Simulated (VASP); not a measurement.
# Ca8H15 (a cell with a defect) in VASP: a series of runs

One crystal, Ca8H15 (a cell with a defect), is run at these levels: PBEsol; tasks: single point.

Everything below comes from runs of VASP 6.6.1. Logs are shortened: lines on timing, memory, paths and dates and some standing lists are left out, and cuts for length are marked.

### Step 1. The structure

The cell holds a defect, 23 atoms: a = 7.062 Å, b = 7.062 Å, c = 6.912 Å, α = 90.00°, β = 90.00°, γ = 117.70°.

### Step 2. Single point, PBEsol

File INCAR:

```
SYSTEM = Ca8H15
  ALGO = Fast
  EDIFF = 1E-6
  ENCUT = 520
  GGA = PS
  ISIF = 2
  ISMEAR = -1
  LASPH = .TRUE.
  LCHARG = .TRUE.
  LELF = .TRUE.
  LREAL = Auto
  LVHAR = .TRUE.
  LWAVE = .FALSE.
  NBANDS = 64
  NELECT = 96.0
  NELM = 100
  PREC = Accurate
  SIGMA = 0.05
```

File KPOINTS:

```
k-points
0
G
  2 2 2
  0 0 0
```

File POSCAR:

```
Ca8H15
1.0
   -6.0435000000     -3.6526200000      0.0000000000
    6.0435000000     -3.6526200000      0.0000000000
    0.0000000000      0.0000000000      6.9115200000
Ca H
8 15
Direct
    0.2304026493      0.4865621595      0.1078489247
    0.9966571085      0.2523367644      0.5848785795
    0.0374100579      0.7580189766      0.4051496632
    0.7273393167      0.4902250617      0.8705465657
    0.7435023336      0.9718964760      0.1587783874
    0.4774949059      0.7604931685      0.6389043221
    0.5313349158      0.2730739743      0.4030517166
    0.2151743040      0.0175901226      0.9029562238
    0.0185004039      0.2488966974      0.9456241174
    0.9236113782      0.8141549374      0.0460824826
    0.7897886927      0.5033652626      0.5222584902
    0.9431560519      0.9431064118      0.6542410353
    0.8869581021      0.3733153454      0.2822968030
    0.0753927630      0.6544942770      0.8108201958
    0.0561389065      0.1651816798      0.2920052318
    0.7010041899      0.1005574289      0.4605933282
    0.5953778026      0.7116018449      0.9396051809
    0.4191429760      0.2336213412      0.0947403755
    0.3425708249      1.0167000546      0.5651723499
    0.3600218623      0.4080569414      0.8019364771
    0.3823924735      0.8383203299      0.1084421372
    0.5861420900      0.0926035775      0.7733465287
    0.7275535575      0.7655116943      0.3617872769
```

Potentials or basis: VASP PAW PBE potentials, release 64 (Ca_sv, H).

Command:

```bash
$ cat potpaw_PBE.64/Ca_sv/POTCAR potpaw_PBE.64/H/POTCAR > POTCAR
$ mpirun -np 1 vasp_std > vasp.out
```

OUTCAR:

```text
SYSTEM = Ca8H15
   EDIFF = 1E-6
   ENCUT = 520
   GGA = PS
   ISIF = 2
   ISMEAR = -1
   LASPH = .TRUE.
   LREAL = Auto
   NELECT = 96.0
   NELM = 100
   PREC = Accurate

 ion  position               nearest neighbor table
   1  0.230  0.487  0.108-   9 1.99
   2  0.997  0.252  0.585-
   3  0.037  0.758  0.405-  11 2.01
   4  0.727  0.490  0.871-
   5  0.744  0.972  0.159-  23 1.99
   6  0.477  0.760  0.639-
   7  0.531  0.273  0.403-  11 1.97  19 2.02
   8  0.215  0.018  0.903-  18 2.03
   9  0.019  0.249  0.946-   1 1.99
  10  0.924  0.814  0.046-
  11  0.790  0.503  0.522-   7 1.97   3 2.01
  12  0.943  0.943  0.654-
  13  0.887  0.373  0.282-
  14  0.075  0.654  0.811-
  15  0.056  0.165  0.292-
  16  0.701  0.101  0.461-
  17  0.595  0.712  0.940-
  18  0.419  0.234  0.095-   8 2.03
  19  0.343  0.017  0.565-   7 2.02
  20  0.360  0.408  0.802-
  21  0.382  0.838  0.108-
  22  0.586  0.093  0.773-
  23  0.728  0.766  0.362-   5 1.99

  LATTYP: Found a base centered orthorhombic cell.
 ALAT       =     7.3052400000
 B/A-ratio  =     1.6545657638
 C/A-ratio  =     0.9461044401

  Lattice vectors:

 A1 = (  -6.0435000000,  -3.6526200000,   0.0000000000)
 A2 = (   6.0435000000,  -3.6526200000,   0.0000000000)
 A3 = (   0.0000000000,   0.0000000000,   6.9115200000)

Analysis of symmetry for initial positions (statically):
=====================================================================
 Subroutine PRICEL returns:
 Original cell was already a primitive cell.

 Routine SETGRP: Setting up the symmetry group for a
 base centered orthorhombic supercell.

 Subroutine GETGRP returns: Found  1 space group operations
 (whereof  1 operations were pure point group operations)
 out of a pool of  8 trial point group operations.

The static configuration has the point symmetry C_1 .

Analysis of symmetry for dynamics (positions and initial velocities):
=====================================================================
 Subroutine PRICEL returns:
 Original cell was already a primitive cell.

 Routine SETGRP: Setting up the symmetry group for a
 base centered orthorhombic supercell.

 Subroutine GETGRP returns: Found  1 space group operations
 (whereof  1 operations were pure point group operations)
[... 128 lines left out ...]
   LREAL  =      T    real-space projection
   EDIFFG = 0.1E-04   stopping-criterion for IOM
   NSW    =      0    number of steps for IOM
   IBRION =     -1    ionic relax: 0-MD 1-quasi-New 2-CG
   NFREE  =      0    steps in history (QN), initial steepest desc. (CG)
   ISIF   =      2    stress and relaxation
   ISYM   =      2    0-nonsym 1-usesym 2-fastsym
   POTIM  = 0.5000    time-step for ionic-motion
   TEBEG  =    0.0;   TEEND  =   0.0 temperature during run
   PSTRESS=    0.0 pullay stress
   NELECT =      96.0000    total number of electrons
   NUPDOWN=      -1.0000    fix difference up-down
   EMIN   =  10.00;   EMAX   =-10.00  energy-range for DOS
   EFERMI =   0.00;   METHOD = LEGACY
   ISMEAR =    -1;   SIGMA  =   0.05  broadening in eV -4-tet -1-fermi 0-gaus
   EFERMI_NEDOS =   21; number of points for ismear=-14 and -15
   IALGO  =     68    algorithm
   IMIX   =      4    mixing-type and parameters
     AMIX     =   0.40;   BMIX     =  1.00
     AMIX_MAG =   1.60;   BMIX_MAG =  1.00
  volume/ion in A,a.u.               =      13.27        89.53
  Fermi-wavevector in a.u.,A,eV,Ry     =   1.113439  2.104094 16.867770  1.239746
  Thomas-Fermi vector in A             =   2.250024
   LORBIT       =      0    0 simple, 1 ext, 2 COOP (PROOUT), +10 PAW based schemes
   GGA     = PS    functional components
   LHFCALC =     F    Hartree Fock is set to
   AEXX    =    0.0000 exact exchange contribution
   IVDW    =     0    specifies the selected vdW correction
   LEPSILON=     F    determine dielectric tensor
   LRPA    =     F    only Hartree local field effects (RPA)
 non-spin polarized calculation
 RMM-DIIS sequential band-by-band and
  energy-cutoff  :      520.00
  volume of cell :      305.14
 maximum number of plane-waves:      8252
 NGX is ok and might be reduce to    54
   NGX = 27   NGY = 27   NGZ = 25

 number of electron      96.0000002 magnetization

 Free energy of the ion-electron system (eV)
  ---------------------------------------------------
  ext. energy  EPLUGINS =         0.00000000
  ---------------------------------------------------
  free energy    TOTEN  =       -72.59671929 eV

  energy without entropy =      -72.58496021  energy(sigma->0) =      -72.59083975

 E-fermi :   2.8962     XC(G=0):  -8.9790

 val. band max:        2.7754595531   @ k =   0.0000   0.5000   0.0000
 cond. band min:       2.9939580544   @ k =   0.0000   0.5000   0.0000
 fundamental gap:      0.2184985013
 Fermi energy:         2.8961709879

 k-point     1 :       0.0000    0.0000    0.0000
  band No.  band energies     occupation
      1     -38.9731      2.00000
      2     -38.7029      2.00000
      3     -38.4170      2.00000
      4     -38.3876      2.00000
      5     -38.3683      2.00000
      6     -38.2933      2.00000
[... 493 lines left out ...]
     59       5.1188      0.00000
     60       5.2943      0.00000
 [bands above 60 left out]

------------------------ aborting loop because EDIFF is reached ----------------------------------------

  FORCE on cell =-STRESS in cart. coord.  units (eV):
  Direction    XX          YY          ZZ          XY          YZ          ZX
  --------------------------------------------------------------------------------------
  -------------------------------------------------------------------------------------
  Total        0.6312329      6.2909378      2.5203034      0.7013223     -3.0945843     -0.7032763
  in kB        3.3143900     33.0315834     13.2332594      3.6824059    -16.2486139     -3.6926657
  external PRESSURE =      16.5264109 kB  Pullay stress =       0.0000000 kB

 VOLUME and BASIS-vectors are now :
 -----------------------------------------------------------------------------
  energy-cutoff  :      520.00
  volume of cell :      305.14
      direct lattice vectors                 reciprocal lattice vectors
    -6.043500000 -3.652620000  0.000000000    -0.082733515 -0.136888042  0.000000000
     6.043500000 -3.652620000  0.000000000     0.082733515 -0.136888042  0.000000000
     0.000000000  0.000000000  6.911520000     0.000000000  0.000000000  0.144685974

 POSITION                                       TOTAL-FORCE (eV/Angst)
 -----------------------------------------------------------------------------------
      1.54810     -2.61880      0.74540        -0.414240     -0.452045      0.081174
     -4.49830     -4.56210      4.04240         0.562565     -0.651681      0.292275
      4.35500     -2.90540      2.80020         0.772309     -0.456956     -0.209125
     -1.43300     -4.44730      6.01680         0.222828      0.038082      0.434173
      1.38030     -6.26570      1.09740         0.875540     -0.355220     -0.984923
      1.71030     -4.52190      4.41580        -0.125068     -0.923064     -0.015163
[... 15 lines left out ...]
     -2.98270     -2.47920      5.34500         0.303132     -0.479233      0.471974
      0.22940     -5.45360      2.50050        -0.510836      0.654117      0.556982
 -----------------------------------------------------------------------------------
    total drift:                                0.000774      0.000005     -0.000401

  FREE ENERGIE OF THE ION-ELECTRON SYSTEM (eV)
  ---------------------------------------------------
  free  energy   TOTEN  =       -72.5967192926 eV

  energy  without entropy=      -72.5849602124  energy(sigma->0) =      -72.59083975
```

It took 7.8 min on 1 thread of Intel Xeon 6975P-C (Granite Rapids), shared host; peak memory 0.42 GiB.

What came out:

| Property | Result |
| --- | --- |
| Free energy | -72.5967 eV |
| Largest force | 1.522 eV/Å |
| Band gap on the k mesh | 0.22 eV, direct |

Forces on the atoms (eV/Å):
```
Ca  -0.414 -0.452  0.081
Ca   0.563 -0.652  0.292
Ca   0.772 -0.457 -0.209
Ca   0.223  0.038  0.434
Ca   0.876 -0.355 -0.985
Ca  -0.125 -0.923 -0.015
Ca   0.480  0.081 -0.616
Ca  -0.265  0.138 -0.869
H   -0.113  0.998 -0.560
H   -0.507  0.123  0.493
H   -0.147  0.097  1.511
H   -0.581  0.407  0.291
H    0.286 -0.309 -0.598
H   -0.632 -0.318 -0.195
H   -0.710 -0.251  0.090
H   -0.250  0.935 -0.362
H    0.116  0.311 -0.062
H    0.231 -1.012  0.391
H   -0.023  1.198  0.196
H   -0.324  0.130 -0.487
H    0.753  0.096  0.149
H    0.303 -0.479  0.472
H   -0.511  0.654  0.557
```

Levels at points of the mesh, in eV from the valence-band top:
| k point | band 45 | band 46 | band 47 | band 48 | band 49 | band 50 | band 51 | band 52 |
| --- | --- | --- | --- | --- | --- | --- | --- | --- |
| (0.00, 0.00, 0.00) | -2.96 | -2.68 | -2.28 | -0.07 | 0.41 | 0.46 | 0.78 | 0.98 |
| (0.50, 0.00, 0.00) | -2.86 | -2.44 | -2.35 | -0.16 | 0.46 | 0.70 | 0.93 | 1.12 |
| (0.00, 0.50, 0.00) | -2.86 | -2.55 | -2.43 | 0.00 | 0.22 | 0.76 | 1.03 | 1.16 |
| (0.50, 0.50, 0.00) | -2.82 | -2.76 | -2.11 | -0.40 | 0.68 | 0.95 | 1.06 | 1.16 |
| (0.00, 0.00, 0.50) | -2.92 | -2.52 | -2.41 | -0.19 | 0.58 | 0.87 | 0.94 | 1.03 |
| (0.50, 0.00, 0.50) | -2.78 | -2.48 | -2.23 | -0.31 | 0.66 | 0.85 | 1.08 | 1.18 |
| (0.00, 0.50, 0.50) | -2.78 | -2.72 | -2.40 | -0.07 | 0.76 | 0.93 | 0.98 | 1.15 |
| (0.50, 0.50, 0.50) | -2.57 | -2.50 | -2.38 | -0.34 | 0.76 | 0.79 | 1.04 | 1.16 |

Caveat: the k mesh is coarse (spacing up to 0.50 Å⁻¹), so the values aren't converged; the cell carries a net charge on a neutralising background, which shifts energy and pressure; the cell is charged against a uniform background, so pressure and absolute levels hang on convention; the PAW data sets were made with another functional, which shifts forces and pressure a little.

### Step 3. Single point, PBEsol

File INCAR:

```
SYSTEM = Ca8H15
PREC     = Accurate       ! precision mode
ENCUT    = 520            ! plane-wave cutoff, eV
EDIFF    = 1E-6           ! SCF threshold, eV
ISMEAR   = -1             ! smearing method
SIGMA    = 0.05           ! smearing width, eV
LREAL    = Auto         
LASPH    = .True.         ! aspherical terms in the spheres
NELM     = 60             ! most SCF steps
ALGO     = Fast           ! electronic algorithm
ISIF     = 2              ! what is computed and relaxed
LWAVE    = .False.        ! write WAVECAR
LCHARG   = .True.         ! write CHGCAR
GGA      = PS             ! functional
LELF     = .True.         ! ELF
LVHAR    = .True.       
NELECT   = 96.0         
NBANDS   = 64             ! bands
```

File KPOINTS:

```
regular mesh
0
Gamma
  2 2 2
  0 0 0
```

File POSCAR:

```
Ca8H15
1.0
   -6.0435000000     -3.6526200000      0.0000000000
    6.0435000000     -3.6526200000      0.0000000000
    0.0000000000      0.0000000000      6.9115200000
Ca H
8 15
Direct
    0.2019824092      0.4783785372      0.0392098988
    1.0123635732      0.2665540257      0.5485624002
    0.0232274217      0.7712707741      0.3943416209
    0.7428998622      0.4788806680      0.8355036229
    0.7308032842      0.9753966490      0.1471311665
    0.4831407347      0.7456210855      0.6521864944
    0.5546305020      0.2880796622      0.4274023659
    0.2004865937      0.0397519201      0.9058065375
   -0.0206782683      0.1670937181      0.9253536125
    0.9533378746      0.7669889046      0.0464297289
    0.8783905603      0.4864653514      0.5379424497
    0.8720206040      0.8478955110      0.6669444637
    0.9775414709      0.3721472457      0.2666851865
    0.1590077472      0.5432552859      0.7823894020
    0.1302098740      0.1568169725      0.1983644698
    0.6263821493      0.0248763993      0.4330017131
    0.5590664300      0.6852184942      0.9505723777
    0.5256880057      0.3078506597      0.0460390768
    0.2989463849      0.9197952307      0.6545159386
    0.3631654587      0.3597402912      0.6355331389
    0.3619887414      0.8599286768      0.0096216172
    0.5414452494      0.1399560461      0.7388533926
    0.6419193510      0.6217489200      0.3966710651
```

Potentials or basis: VASP PAW PBE potentials, release 64 (Ca_sv, H).

Command:

```bash
$ cat potpaw_PBE.64/Ca_sv/POTCAR potpaw_PBE.64/H/POTCAR > POTCAR
$ mpirun -np 1 vasp_std > vasp.out
```

Run time: 7.6 min. Hardware: 1 thread of Intel Xeon 6975P-C (Granite Rapids), shared host; peak memory 0.43 GiB.

The run converged. Its results:

```yaml
Free_energy: -72.0348 eV
Largest_force: 2.322 eV/Å
Band_gap_on_the_k_mesh: 0.20 eV, indirect (least direct gap 0.29 eV)
```

Forces on the atoms (eV/Å):
```
Ca  -0.796 -1.186  1.830
Ca  -0.103  0.110  0.305
Ca  -0.248 -0.191 -0.151
Ca   0.546 -0.959  0.433
Ca  -0.112  0.652 -0.640
Ca   0.365 -0.613 -0.308
Ca   0.214  0.891 -0.707
Ca  -1.247 -0.582 -0.480
H    0.575  0.030 -0.434
H   -0.034  0.437  0.483
H    0.007  0.679  0.555
H   -0.013 -0.211  0.038
H    0.749  0.550 -0.179
H    0.619  0.429 -1.428
H   -0.151  0.310  0.731
H   -0.493 -0.316 -0.057
H   -0.422  0.119 -0.216
H    0.116  0.586  0.709
H    0.567  0.455 -1.002
H    0.109  0.069  0.433
H   -0.264  0.038  0.346
H   -0.269 -0.697 -0.027
H    0.287 -0.602 -0.234
```

Levels at points of the mesh, in eV from the valence-band top:
| k point | band 45 | band 46 | band 47 | band 48 | band 49 | band 50 | band 51 | band 52 |
| --- | --- | --- | --- | --- | --- | --- | --- | --- |
| (0.00, 0.00, 0.00) | -3.09 | -2.79 | -1.98 | 0.00 | 0.29 | 0.50 | 0.58 | 0.71 |
| (0.50, 0.00, 0.00) | -3.06 | -2.54 | -1.89 | -0.06 | 0.40 | 0.67 | 0.90 | 1.06 |
| (0.00, 0.50, 0.00) | -2.93 | -2.62 | -1.94 | -0.10 | 0.44 | 0.55 | 0.95 | 0.97 |
| (0.50, 0.50, 0.00) | -3.15 | -2.38 | -1.94 | -0.05 | 0.34 | 0.58 | 0.91 | 1.11 |
| (0.00, 0.00, 0.50) | -3.16 | -2.43 | -2.02 | -0.17 | 0.20 | 0.69 | 0.70 | 1.06 |
| (0.50, 0.00, 0.50) | -2.81 | -2.40 | -1.97 | -0.07 | 0.63 | 0.75 | 0.90 | 0.94 |
| (0.00, 0.50, 0.50) | -2.83 | -2.43 | -2.13 | -0.07 | 0.65 | 0.78 | 1.05 | 1.15 |
| (0.50, 0.50, 0.50) | -2.74 | -2.16 | -2.01 | -0.17 | 0.63 | 0.70 | 0.78 | 1.10 |

Caveat: the k mesh is coarse (spacing up to 0.50 Å⁻¹), so the values aren't converged; the cell carries a net charge on a neutralising background, which shifts energy and pressure; the cell is charged against a uniform background, so pressure and absolute levels hang on convention; the PAW data sets were made with another functional, which shifts forces and pressure a little. As with any semilocal functional, this PBEsol gap is likely too small.
